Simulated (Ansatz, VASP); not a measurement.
# Two plane-wave programs on CaF2 (Fluorite)

File POSCAR:

```
CaF2
1.0
    0.0000000000      2.7552132234      2.7552132234
    2.7552132234      0.0000000000      2.7552132234
    2.7552132234      2.7552132234      0.0000000000
Ca F
1 2
Direct
    0.0000000000      0.0000000000      0.0000000000
    0.2500000000      0.2500000000      0.2500000000
    0.7500000000      0.7500000000      0.7500000000
```

Contents of INCAR.step1:

```
PREC = Accurate
ENCUT = 600
ISMEAR = 0
SIGMA = 0.02
LREAL = F
LASPH = T
NELM = 80
GGA = PE
ALGO = Normal
EDIFF = 1E-4
LWAVE = T
LCHARG = F
```

File INCAR.step2:

```
PREC = Accurate
ENCUT = 600
EDIFF = 1E-6
ISMEAR = 0
SIGMA = 0.02
LREAL = F
LASPH = T
NELM = 80
ALGO = Normal
ISIF = 3
LWAVE = F
LCHARG = F
METAGGA = R2SCAN
LMIXTAU = T
IBRION = 2
NSW = 70
EDIFFG = -0.005
ISTART = 1
```

KPOINTS

```
Automatic mesh
0
Gamma
  8 8 8
```

Input for Ansatz:

```yaml
crystal:
  lattice:
    - [0.0, 2.7552132234, 2.7552132234]
    - [2.7552132234, 0.0, 2.7552132234]
    - [2.7552132234, 2.7552132234, 0.0]
  atoms:
    - { symbol: Ca, position: [0.0, 0.0, 0.0] }
    - { symbol: F, position: [0.25, 0.25, 0.25] }
    - { symbol: F, position: [0.75, 0.75, 0.75] }
basis:
  ecutwfc: 500
kpoints:
  mp_grid: { grid: [8, 8, 8] }
hamiltonian:
  xc: r2scan
scf:
  occupations: { method: gaussian, width: 0.02 }
output:
  forces: true
  stress: true
  eigenvalues: true
relax:
  adjacent_minimum: "off"
  f_tol: 0.005
  max_steps: 50
  cell: { stress_tol: 0.05 }
```

Alike in both runs: task relaxation of cell and atoms; functional r2SCAN; k mesh 8 × 8 × 8; occupations gaussian, width 0.02 eV; no spin polarisation.

|  | VASP | Ansatz |
| --- | --- | --- |
| version | VASP 6.6.1 | Ansatz 0.2.0 |
| potentials or method | VASP PAW PBE potentials, release 64 (Ca_sv, F) | scalar-relativistic, plane waves, PAW |
| plane-wave cutoff (eV) | 600 | 500 |
| valence electrons in the cell | 24 | 24 |

```csv
,VASP,Ansatz,Ansatz less VASP
"gap on the k mesh at the Fermi level, each at its own relaxed structure (eV)",8.00,8.03,+0.034
relaxed volume (Å³/atom),13.47,13.41,-0.057
relaxed cell length with the largest relative difference (Å),3.852,3.846,-0.0055
energy change over the relaxation (meV/atom),-4,-6,-1.2
```

Caveats: the PAW data sets were made with another functional, which shifts forces and pressure a little (VASP). A k mesh can miss the band edges. r2SCAN opens gaps a little over a GGA but as a rule still falls short of measured ones.
